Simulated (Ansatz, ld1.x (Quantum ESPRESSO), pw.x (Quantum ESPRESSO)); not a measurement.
Which H potential is closest to all-electron in the fcc crystal?

All use PBE, scalar-relativistic, no spin, cutoffs from each file’s atomic test, pw.x 7.5; 18³ k-points, Fermi–Dirac smearing 0.01 Ry. Δ is the rms difference from all-electron LAPW of the E(V) curves that follow from fits to the pressures, over ±6 % in volume. Mesh and smearing are coarse and serve the comparison alone. The files are a selection: those with a ghost or negative overlap were mostly not run, and those with noisy or unconverged pressures or nearly equal Δ are left out.

All-electron: a0 = 2.282 Å (V0 = 2.97 Å³/atom), B0 = 107.9 GPa.

(1) Rank them by Δ, smallest first.
A. ultrasoft, ld1.x (Quantum ESPRESSO) 7.5, PBE; core none, reference 1s1; waves: 1s (bound): rcut 1.10, rcutus 1.20 bohr; 1s channel at 2.25 Ry: rcut 1.10, rcutus 1.20 bohr; 2p channel at 0.35 Ry: rcut 1.05, rcutus 1.15 bohr; local part: all-electron potential smoothed inside 0.95 bohr (lloc = -1); core correction: none; augmentation: built from norm-conserving waves at rcut, not smoothed further.
B. norm-conserving Troullier–Martins (Kleinman–Bylander form), ld1.x (Quantum ESPRESSO) 7.5, PBE; core none, reference 1s1; waves: 2p channel at 0.35 Ry: rc 1.35 bohr; 1s (bound): rc 1.35 bohr; local part: the s channel; core correction: none.
C. norm-conserving Troullier–Martins (Kleinman–Bylander form), ld1.x (Quantum ESPRESSO) 7.5, PBE; core none, reference 1s1; waves: 1s (bound): rc 1.35 bohr; 2p channel at -0.1 Ry: rc 1.45 bohr; local part: the p channel; core correction: none.

Results:

(1) C (0.0 meV/atom), A (0.2 meV/atom), B (0.7 meV/atom).
